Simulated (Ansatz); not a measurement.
# ZnSe: the cost of one run

Program: Ansatz 0.2.0. Level of theory: DFT PBEsol, frozen-core PAW, scalar-relativistic unless said. These are calculated values, not measurements.

## Step 1: The system as given

The structure is cubic, space group F-43m (No. 216). The conventional cell has a = 5.668 Å, b = 5.668 Å, c = 5.668 Å, α = 90.00°, β = 90.00°, γ = 90.00°. Around Zn (site symmetry -43m) lie 4 Se at 2.45 Å. Se (site symmetry -43m) is surrounded by 4 Zn at 2.45 Å.

As a file:

```
CELL_PARAMETERS angstrom
0.00000 2.83380 2.83380
2.83380 0.00000 2.83380
2.83380 2.83380 0.00000
ATOMIC_POSITIONS crystal
Zn 0.00000 0.00000 0.00000
Se 0.75000 0.75000 0.75000
```

Cartesian axes are those of the input's lattice vectors. The structure goes back to a database entry.

## Step 2: Cell and atoms relaxed, PAW

input.yaml reads:

```yaml
crystal:
  lattice:
    - [0.0, 2.8338, 2.8338]
    - [2.8338, 0.0, 2.8338]
    - [2.8338, 2.8338, 0.0]
  atoms:
    - { symbol: Zn, position: [0.0, 0.0, 0.0] }
    - { symbol: Se, position: [0.75, 0.75, 0.75] }
kpoints:
  mp_grid: { grid: [14, 14, 14] }
scf:
  occupations: { method: fermi_dirac, width: 0.1 }
hamiltonian:
  xc: pbesol
  pseudopotentials: { kind: paw }
relax:
  f_tol: 0.002
  max_steps: 80
  cell: {}
output:
  forces: true
  stress: true
```

On the command line:

```
$ ansatz run input.yaml --threads 1 --pin off --max-ram 2560MiB --backend cpu --events-out ev --progress --plain --runs-dir out
```

**Question.** How long does this run take on 1 thread of Arm Neoverse V1, shared host, and how much memory does it need?

About 26 s, with a peak of 0.39 GiB.
